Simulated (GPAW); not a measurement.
# WS2 (R3m) in GPAW: single point with PBE

Aim: the single point of WS2 with PBE.

Everything below comes from runs of GPAW 26.7.0. Logs are shortened: lines on timing, memory, paths and dates and some standing lists are left out, and cuts for length are marked. The log counts tension as positive stress, the text compression.

## (1) The crystal as given

The structure is trigonal, space group R3m (No. 160). The conventional cell has a = 3.158 Å, b = 3.158 Å, c = 18.490 Å, α = 90.00°, β = 90.00°, γ = 120.00°. W (site symmetry 3m) is surrounded by 6 S at 2.39 to 2.42 Å. S (site symmetry 3m) has 3 W at 2.42 Å as nearest neighbours. S (site symmetry 3m) is surrounded by 3 W at 2.39 Å.

Measurements of this composition are mostly on another form, of space group No. 194.

## (2) Single point, PBE

Input file run.py:

```python
from ase import Atoms
from ase.dft.bandgap import bandgap
from ase.io import write
from ase.units import GPa
from gpaw import GPAW, PW

atoms = Atoms(['W', 'S', 'S'],
              cell=[[1.579, 0.9116360751, 6.1633333333],
                    [-1.579, 0.9116360751, 6.1633333333],
                    [0.0, -1.8232721501, 6.1633333333]],
              scaled_positions=[[0.0, 0.0, 0.0],
                                [0.581, 0.581, 0.581],
                                [0.7503, 0.7503, 0.7503]],
              pbc=True)

calc = GPAW(mode=PW(450),
            xc='PBE',
            kpts={'size': (8, 8, 8), 'gamma': True},
            occupations={'name': 'fermi-dirac', 'width': 0.05},
            nbands=25,
            maxiter=120,
            txt='gpaw.txt')
atoms.calc = calc
energy = atoms.get_potential_energy()
forces = atoms.get_forces()
stress = atoms.get_stress()
calc.write('gs.gpw')
write('result.traj', atoms)
print(f'Energy: {energy:.6f} eV')
print('Forces (eV/A):')
print(forces.round(4))
print('Stress (GPa):', (stress / GPa).round(3))
print('Fermi level:', round(calc.get_fermi_level(), 4), 'eV')
print(f'Gap: {bandgap(calc)[0]:.4f} eV, direct: {bandgap(calc, direct=True)[0]:.4f} eV')
```

Potentials or basis: GPAW PAW data sets (gpaw-data 1.2.1), pw.

Command:

```bash
$ OMP_NUM_THREADS=1 python run.py
```

gpaw.txt:

```text
__  _  _
 | _ |_)|_||  |
 |__||  | ||/\| - 26.7.0

Input parameters:
  mode=PW(ecut=450.00000000000006),
  kpts=MonkhorstPack(size=(8, 8, 8), gamma=True),
  maxiter=120,
  nbands=25,
  occupations=Occupations(name='fermi-dirac', width=0.05),
  xc=XC(name='PBE')

Diagonalizing LCAO Hamiltonian
Converting LCAO to pw mode

       S

       S

       W

Atoms  # Å, Bohr magnetons
|   | symbol |        x |        y |         z |    initial magnetic moments |
|---|--------|----------|----------|-----------|-----------------------------|
| 0 |      W | 0.000000 | 0.000000 |  0.000000 | ( 0.0000,  0.0000,  0.0000) |
| 1 |      S | 0.000000 | 0.000000 | 10.742690 | ( 0.0000,  0.0000,  0.0000) |
| 2 |      S | 0.000000 | 0.000000 | 13.873047 | ( 0.0000,  0.0000,  0.0000) |

Unit cell  # Å
| periodic |         x |         y |        z |  lengths |    angles |
|----------|-----------|-----------|----------|----------|-----------|
|      yes |  1.579000 |  0.911636 | 6.163333 | 6.427363 | 28.442674 |
|      yes | -1.579000 |  0.911636 | 6.163333 | 6.427363 | 28.442674 |
|      yes |  0.000000 | -1.823272 | 6.163333 | 6.427363 | 28.442674 |

Number of symmetries: 6
Symmetry operations  # r_c * U_cc + t_c -> r_c
|   | kind |            matrix            |
|---|------|------------------------------|
| 0 |  E   |  1, 0, 0,  0, 1, 0,  0, 0, 1 |
| 1 |  σ   |  1, 0, 0,  0, 0, 1,  0, 1, 0 |
| 2 |  σ   |  0, 1, 0,  1, 0, 0,  0, 0, 1 |
| 3 |  C3  |  0, 1, 0,  0, 0, 1,  1, 0, 0 |
| 4 |  C3  |  0, 0, 1,  1, 0, 0,  0, 1, 0 |
| 5 |  σ   |  0, 0, 1,  0, 1, 0,  1, 0, 0 |

BZ-sampling:
  Number of BZ points: 512
  Number of IBZ points: 65

  Monkhorst-Pack size: [8, 8, 8]
  Monkhorst-Pack shift: [0.0625, 0.0625, 0.0625]

K-points  # in reciprocal-cell coordinates
|     |                                coordinates |     weight |
|-----|--------------------------------------------|------------|
|   0 | (  0.00000000,   0.00000000,   0.00000000) | 0.00195312 |
|   1 | (  0.12500000,   0.00000000,  -0.12500000) | 0.01171875 |
|   2 | (  0.12500000,   0.00000000,   0.00000000) | 0.01171875 |
|   3 | (  0.12500000,   0.12500000,  -0.12500000) | 0.01171875 |
|   4 | (  0.12500000,   0.12500000,   0.00000000) | 0.01171875 |
|   5 | (  0.12500000,   0.12500000,   0.12500000) | 0.00390625 |
|   6 | (  0.25000000,  -0.12500000,  -0.12500000) | 0.01171875 |
|   7 | (  0.25000000,   0.00000000,  -0.25000000) | 0.01171875 |
|   8 | (  0.25000000,   0.00000000,  -0.12500000) | 0.02343750 |
|   9 | (  0.25000000,   0.00000000,   0.00000000) | 0.01171875 |
| ... |                                            |            |
|  64 | (  0.50000000,   0.50000000,   0.50000000) | 0.00195312 |

Plane wave coefficients: 1182
Cutoff: 450.00000000000006 eV

Spin-components: 1 (collinear spins)
Bands:           25
Projectors:      16
Spin-degeneracy: 2
Datatype:        complex128

Parallelization:
  kpt:    1
  domain: 1
  band:   1

Density:
  Valence electrons: 26.0
  Components: 1
  Grid points: [32 32 32]
  Charge: 0.0  # |e|

Potential:
  Grid points: [32 32 32]

species:
  W:
    name:    Tungsten
    Z:       74.0
    valence: 14
    core:    60
    charge:  0.0  # [|e|]
    compensation charges:
      type: gauss
      rc: 0.40  # [Å]
      lmax: 2
    cutoffs:
      filter: 2.36  # [Å]
      core: 3.02  # [Å]
    projectors
    | kind |    occ | energy [eV] | rcut [Å] |
    |------|--------|-------------|----------|
    |   5s |  2.000 |     -78.830 |    1.344 |
    |   6s |  2.000 |      -5.697 |    1.344 |
    |   5p |  6.000 |     -43.233 |    1.355 |
    |   6p |  0.000 |      -1.367 |    1.355 |
    |   5d |  4.000 |      -4.494 |    1.228 |
    |    d |        |      22.717 |    1.228 |

    Using partial waves for W as LCAO basis

  S:
    name:    Sulfur
    Z:       16.0
    valence: 6
    core:    10
    charge:  0.0  # [|e|]
    compensation charges:
      type: gauss
      rc: 0.24  # [Å]
      lmax: 2
    cutoffs:
      filter: 1.77  # [Å]
      core: 1.66  # [Å]
    projectors
    | kind |    occ | energy [eV] | rcut [Å] |
    |------|--------|-------------|----------|
    |   3s |  2.000 |     -17.254 |    0.974 |
    |   3p |  4.000 |      -7.008 |    0.979 |
    |    s |        |       9.957 |    0.974 |
    |    p |        |      20.203 |    0.979 |
    |    d |        |       0.000 |    0.900 |

    Using partial waves for S as LCAO basis

Reference energy: -460486.911450  # eV

eigensolver:
  PPCG
  Converge bands: occupied
  niter=2

density mixing:
  MSR1-Mixer
  Pratt-step length: 0.05
  Maximum mixing coefficient: 0.75
  Old densities: 10
  SVD Regularization: 0.005
  Good broyden scale: 1.0
  Trust region scale: 1.0
  Backstep threshold: 4.0
  History deletion threshold: 6.0
  Fourier metric: weight=20.0, sigma=0.015

occupation numbers:
  Fermi-Dirac:
    width: 0.0500  # eV

poisson solver:
  ecut: 3600.0000000000005  # eV

xc functional:
  name: PBE with 2 nearest neighbor stencil

convergence criteria:
- Maximum [total energy] change in last 3 cyles: 0.0005 eV / valence electron
- Maximum integral of absolute [dens]ity change: 0.0001 electrons / valence electron
- Maximum integral of absolute [eigenst]ate change: 4e-08 eV^2 / valence electron
maximum number of iterations: 120

SCF iterations
|iter     | |      energy | eigst |  dens |
|---------|-|-------------|-------|-------|
|iter:   1| |  -22.519185 | +0.16 |       |
|iter:   2| |  -22.463842 | -1.89 | -1.17 |
|iter:   3| |  -22.222136 | -1.75 | -1.22 |
|iter:   4| |  -22.221181 | -2.50 | -1.61 |
|iter:   5| |  -22.176274 | -3.17 | -1.71 |
|iter:   6| |  -22.176941 | -3.90 | -2.13 |
|iter:   7| |  -22.176979c| -5.29 | -3.04 |
|iter:   8| |  -22.176935c| -5.88 | -3.32 |
|iter:   9| |  -22.176935c| -7.15 | -3.78 |
|iter:  10| |  -22.176935c| -7.43c| -4.53c|

Converged in 10 steps
Energy contributions relative to reference atoms: (reference = -460486.911450)

Energy contributions:
  Kinetic:          19.891854
  Coulomb:         -21.203045
  Zero:              0.088284
  External:          0.000000
  Xc:              -20.954027
  Entropy:          -0.000000
  Spinorbit:         0.000000
  ----------------------------
  Free energy:     -22.176935
  Extrapolated:    -22.176935

dipole moment: (0.000000, -0.000000, -51.698647)  # |e|*Ang

Fermi level: 9.374
Eigenvalues  # (at kpt = [0.000, 0.000, 0.000])
| band index |      eig [eV] | occ [0-2] |
|------------|---------------|-----------|
|          0 |       -65.586 |     2.000 |
|        ... |               |           |
|          5 |        -4.829 |     2.000 |
|          6 |         1.208 |     2.000 |
|          7 |         5.314 |     2.000 |
|          8 |         5.314 |     2.000 |
|          9 |         6.569 |     2.000 |
|         10 |         6.569 |     2.000 |
[... 8 lines left out ...]
|         19 |        17.356 |     0.000 |
|         20 |        18.777 |     0.000 |
|        ... |               |           |
|         24 |        21.703 |     0.000 |

Gap: 1.163 eV
Transition (v -> c):
  (s=0, k=64, n=12, [0.50, 0.50, 0.50]) -> (s=0, k=8, n=13, [0.25, 0.00, -0.12])
Direct/indirect transitions are different
Direct gap: 2.289 eV
Transition at: (s=0, k=64, n=12, [0.50, 0.50, 0.50])

Forces  # eV/Ang
|       x |        y |        z |
|---------|----------|----------|
| 0.00000 | -0.00000 | -0.61512 |  # W    0
| 0.00000 |  0.00000 |  0.08524 |  # S    1
| 0.00000 |  0.00000 |  0.52962 |  # S    2

Stress tensor  # eV/Ang^3
|         x |         y |         z |
|-----------|-----------|-----------|
| -0.026583 |  0.000000 | -0.000000 |
|  0.000000 | -0.026583 |  0.000000 |
| -0.000000 |  0.000000 | -0.030615 |

# Writing to gs.gpw (mode='')
```

It took 32 s on 1 thread of Intel Xeon 6975P-C (Granite Rapids), shared host; peak memory 0.22 GiB.

Results:

```yaml
Free_energy: -22.1769 eV
Pressure: 4.5 GPa
Largest_force: 0.615 eV/Å
Band_gap_on_the_k_mesh: 1.16 eV, indirect (least direct gap 2.29 eV)
```

Forces on the atoms (eV/Å):
```
W    0.000  0.000 -0.615
S    0.000  0.000  0.085
S    0.000  0.000  0.530
```

Caveat: the cutoff is short for stress and forces, so pressures can be off by a GPa or more; spin-orbit coupling is left out, which moves the levels of the heavy elements; the program warned that so skewed a cell can give wrong results.
